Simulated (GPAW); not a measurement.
GaAs, 2 atoms in the cell. It takes space group F-43m (No. 216, cubic). The conventional cell has a = 5.654 Å, b = 5.654 Å, c = 5.654 Å, α = 90.00°, β = 90.00°, γ = 90.00°. Around As (site symmetry -43m) lie 4 Ga at 2.45 Å. Ga (site symmetry -43m) has 4 As at 2.45 Å as nearest neighbours. 

```yaml
Program: GPAW 26.7.0
Task: band structure
Functional: BP86
Potentials_or_basis: PAW data sets generated in the run's folder for this functional
Cutoff: 600 eV
Basis: pw
k_mesh: 8 × 8 × 8
Occupations: fermi-dirac, width 0.05 eV
Spin: spin-orbit coupling, no magnetisation
Maxiter: 150
Band_path: GXWKGLUWLK,UX
Band_points: 60
spin_axis_theta_degrees: 0
spin_axis_phi_degrees: 0
Soc_after_scf: second variation
```

Potentials or basis: PAW data sets generated in the run's folder for this functional, pw.

Run with:

```console
$ gpaw-setup -f GGA_X_B88+GGA_C_P86 As Ga
$ OMP_NUM_THREADS=1 python run.py
```

Hardware: 1 thread of Arm Neoverse V1, with other jobs on the host.

**Question.** Estimate the wall time of this run.

**Answer.** It took 29 s on 1 thread of Arm Neoverse V1 (shared host), peak memory 0.24 GiB. Counts: scf iterations 13, plane waves 1540, bands 11, k points 29.
